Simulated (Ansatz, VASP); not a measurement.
Bi3Te2 in VASP and in Ansatz

```xyz
5
Lattice="4.5979 0.0000 0.0000 -2.2989 3.9819 0.0000 0.0000 0.0000 22.5083" Properties=species:S:1:pos:R:3 pbc="T T T"
Bi    2.2989    1.3273    7.4972
Bi    0.0000    2.6546   11.2542
Bi    0.0000    0.0000   15.0111
Te    0.0000    0.0000    9.2390
Te    2.2989    1.3273   13.2693
```

Alike in both runs: functional PBE; k mesh 9 × 9 × 1; occupations gaussian, width 0.1 eV; no spin polarisation.

Ansatz relaxed the structure, and its values are those at the end. VASP's run is a single point on that final structure, the one shown.

|  | VASP | Ansatz |
| --- | --- | --- |
| version | VASP 6.6.1 | Ansatz 0.2.0 |
| potentials or method | VASP PAW PBE potentials, release 64 (Bi_d, Te) | scalar-relativistic, plane waves, PAW |
| plane-wave cutoff (eV) | 520 | 420 |
| valence electrons in the cell | 57 | 77 |

```csv
,VASP,Ansatz,Ansatz less VASP
gap on the k mesh at the Fermi level (eV),none,none,-
"work function, face that differs most (eV)",4.24,4.24,+0.001
```

A gap of «none» marks a metal or a gap that the smearing closes. The functional is the same, so the differences come from potentials, cutoffs and numerics. The two sets of potentials don't hold the same shells in valence. Ansatz warned: «xc_potential_rough_in_thin_density».

Caveats: spin-orbit coupling is left out, which moves the levels of the heavy elements.
